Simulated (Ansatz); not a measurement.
Input of an Ansatz 0.2.0 run:

File input.yaml:

```yaml
crystal:
  lattice:
    - [-1.9814305318, 1.9814305318, 1.9814305318]
    - [1.9814305318, -1.9814305318, 1.9814305318]
    - [1.9814305318, 1.9814305318, -1.9814305318]
  atoms:
    - { symbol: Bi, position: [0.0, 0.0, 0.0] }
hamiltonian:
  xc: pbesol
  pseudopotentials: { kind: paw }
kpoints:
  mp_grid: { grid: [9, 9, 9] }
scf:
  occupations: { method: fermi_dirac, width: 0.05 }
output:
  forces: true
  stress: true
  eigenvalues: true
relax:
  f_tol: 0.01
  max_steps: 40
  cell: { stress_tol: 0.05 }
```

Potentials or basis: Ansatz PAW.

The run is started by

```sh
$ ansatz run input.yaml --threads 2 --pin off --max-ram 5632MiB --backend cpu --events-out ev --progress --plain --runs-dir out
```

Problem. Estimate the relaxed cell.

Solution. a = 3.392 Å, b = 3.392 Å, c = 3.392 Å, α = 109.47°, β = 109.47°, γ = 109.47°.

Problem. Estimate the relaxed volume.

Solution. 30.05 Å³/atom.

Final structure:
```cif
data_structure
_symmetry_space_group_name_H-M 'P 1'
_symmetry_Int_Tables_number 1
_cell_length_a 3.3924
_cell_length_b 3.3924
_cell_length_c 3.3924
_cell_angle_alpha 109.471
_cell_angle_beta 109.471
_cell_angle_gamma 109.471
_cell_volume 30.05
loop_
_atom_site_label
_atom_site_type_symbol
_atom_site_fract_x
_atom_site_fract_y
_atom_site_fract_z
_atom_site_occupancy
Bi1 Bi 0.00000 0.00000 0.00000 1
```

Caveat: spin-orbit coupling is left out, which moves the levels of the heavy elements; the PAW data sets come from PBE, with cores solved anew for the run's functional, which leaves a small shift of forces and pressure.
